One atom of fcc Al (8-atom cell, conventional a = 3.983 Å, 15.79 Å³ per atom) is moved along Cartesian [010], all else fixed. Ansatz 0.2.0, scalar-relativistic plane-wave PAW, PBE+D3(BJ), no spin polarisation, 420 eV cutoff, 14×14×14 k mesh, 0.15 eV Gaussian smearing. Energies are free energies relative to the undisturbed cell; pressure is positive in compression.

| displacement (Å) | energy change (eV a cell) | force along direction (eV/Å summed over the moved atoms) | pressure (GPa) |
| --- | --- | --- | --- |
| -0.2 | 0.107 | 1.087 | 0.43 |
| -0.0667 | 0.012 | 0.355 | 0.04 |
| 0 | 0.000 | 0.000 | -0.01 |
| 0.0333 | 0.003 | -0.177 | 0.00 |
| 0.1 | 0.027 | -0.534 | 0.10 |
| 0.1333 | 0.047 | -0.716 | 0.19 |
| 0.1667 | 0.074 | -0.900 | 0.30 |

## Two directions, one curve

One aluminium atom is pushed along a line while the other atoms and the cell stay fixed. The force reverses with the direction of the push, and in each displaced row it points back to the site. The pressure does not reverse: it rises whichever way the atom goes. The question is how an atom that seems to sit on an almost perfect spring can make the whole crystal push outwards.

Two of the displaced rows lie on one side of the site and four on the other, at uneven steps, but they form a single series. The undisturbed site is a centre of inversion, so a push to the left and an equal push to the right give mirror-image crystals. Only the distance from the site matters for energy and pressure. Once the atom has moved, the crystal no longer has the full cubic symmetry of the resting cell.

## The limit of a small push

At rest the pulls and pushes of the neighbours cancel. A small displacement upsets this balance in proportion to its size, which gives a force proportional to distance and an energy proportional to distance squared. From 0.1 to 0.2 Å the force grows by a factor of 2.04 and the energy by 4.04. A perfect spring would give 2 and 4.

The load is carried mainly by the nearest neighbours. Of the twelve, four are approached, four are left behind, and four lie at right angles to the motion. In this small repeating cell the first eight are represented by four atoms, each lying between the moved atom and one of its periodic copies. At −0.2 Å these four together feel 1.18 eV/Å along the line, slightly more than the restoring force of 1.09 eV/Å. The sideways neighbours are pushed the opposite way, which offsets this excess and a small force on the one remaining atom.

## Where the unevenness hides

A bond between two atoms is not an even spring. It stiffens when shortened, because the atoms repel more and more steeply, and softens when stretched. Aluminium is held together by electrons shared throughout the metal, so separate bonds are only a picture here, but a useful one.

In the energy, this unevenness almost disappears. For every bond that shortens, one on the opposite side lengthens, and to leading order the extra cost of the first is repaid by the second. What survives is a smaller effect. The shortened bond is expected to gain slightly more stiffness than the stretched one loses, while the turning of the slanting bonds as the atom moves should take back part of that gain. This balance is a reasonable explanation of why force divided by distance grows by only about 2 % between the smallest and the largest displacement.

The size of the surviving term follows from comparing force and energy. If the energy contains only a square and a fourth-power term, force times distance exceeds twice the energy by twice the fourth-power term. At 0.2 Å that term is about 1.2 meV, or 1.1 % of the energy change. The energy curve alone would therefore suggest that the bonds are nearly ideal springs.

## Why the pressure gives it away

Consider the limit of ideal bonds, relaxed at rest and equally stiff in tension and compression. By geometry, at 0.2 Å the four approached bonds shorten by 0.138 Å and the four receding ones lengthen by 0.145 Å. The stretched bonds would win, and the crystal would pull inwards. The calculation shows the opposite: the pressure rises.

Uneven bonds explain the sign. The shortened bonds push outwards harder than the stretched bonds pull inwards. Reversing the displacement only exchanges the two groups, so the outward push remains. The effect that cancels in the energy adds up in the pressure. No separate bond energies are available to divide the pressure into parts, so this explanation rests on the sign and on symmetry.

The same reasoning gives the shape of the curve. An effect that is equal for both directions must begin with the square of the distance. Measured from its value at rest, the pressure rises by 11.0 GPa for each Å² of squared displacement in all six displaced rows. The slightly negative pressure at rest is a remnant of the cell's relaxation. It also explains the 0.00 GPa at 0.0333 Å, where the small rise has just made up for it.

## From pressure to stiffness

Pressure measures how the energy responds to a change of volume. If displacing the atom raises the pressure, the displacement must cost more energy in a smaller cell. The spring is therefore stiffer when the crystal is squeezed.

To estimate by how much, write the energy change as $E=\tfrac12 k(V)x^2$, where $x$ is the displacement, $V$ the cell volume and $k$ the stiffness. A uniform squeeze shrinks $x$ along with the cell, as $V^{1/3}$. The pressure rise $\Delta P$ is minus the derivative of $E$ with respect to volume, which gives

$$-\frac{d\ln k}{d\ln V}=\frac{\Delta P\,V}{E}+\frac23 .$$

At −0.2 Å the pressure rise is $0.43+0.01=0.44$ GPa, and the cell holds $8\times15.79\approx126$ Å³. Since 1 eV/Å³ is about 160 GPa, $\Delta P\,V$ is about 0.35 eV. Dividing by the energy change of 0.107 eV gives 3.2, and adding 2/3 gives 3.9. Each per cent of volume lost should thus stiffen the spring by about 4 %. No scan at a second volume is at hand to test this directly.

## What it means for a warm crystal

Thermal motion displaces atoms in both directions. The average displacement can be zero while the average squared displacement is not, and it is the square that sets the pressure. A crystal free to change its size would relieve this pressure by expanding. This is the usual origin of thermal expansion, seen here for a single atom.

The numbers should not be read as those of a real lattice vibration. The neighbours are held still, and the periodic copies of the atom move with it, so the stiffness belongs to this particular arrangement.

The starting volume matters too. The cell edge measured at room temperature is longer by a little under 2 %, a rough recalled figure. The dispersion correction is the likely main reason, and the thermal and zero-point expansion left out of the calculation should add to the gap. In volume it amounts to about 5 %. By the estimate above, the spring here may be stiffer by something like a fifth than the same method would give at the measured volume.

For another small displacement along this line, the rule is simple: double the distance, and the force roughly doubles, while the energy change and the pressure's rise from its value at rest grow about fourfold. At a site without a centre of inversion the cancellation would no longer be guaranteed, and the unevenness could appear in the energy itself.
